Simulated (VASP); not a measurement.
Input of a VASP 6.6.1 run:

INCAR

```
ALGO = Normal ; EDIFF = 1E-7
EDIFFG = -0.005 ; ENCUT = 600
GGA = PE ; IBRION = 2
ISIF = 3 ; ISMEAR = 0
LASPH = True ; LCHARG = False
LREAL = False ; LWAVE = False
NELM = 60 ; NSW = 100
PREC = Accurate ; SIGMA = 0.02
```

File KPOINTS:

```
k-points
0
Gamma
  10 10 10
```

File POSCAR:

```
CdTe
1.0
    0.0000000000      3.3086866245      3.3086866245
    3.3086866245      0.0000000000      3.3086866245
    3.3086866245      3.3086866245      0.0000000000
Cd Te
1 1
Direct
    0.0000000000      0.0000000000      0.0000000000
    0.2500000000      0.2500000000      0.2500000000
```

Potentials or basis: VASP PAW PBE potentials, release 64 (Cd, Te).

Run with:

```sh
$ cat potpaw_PBE.64/Cd/POTCAR potpaw_PBE.64/Te/POTCAR > POTCAR
$ mpirun -np 1 vasp_std > vasp.out
```

(1) Predict the relaxed volume.

(2) What does it give for the band gap on the k mesh?

## Answers

(1) 36.32 Å³/atom.

(2) 0.58 eV, direct.

Caveat: spin-orbit coupling is left out, which moves the levels of the heavy elements.
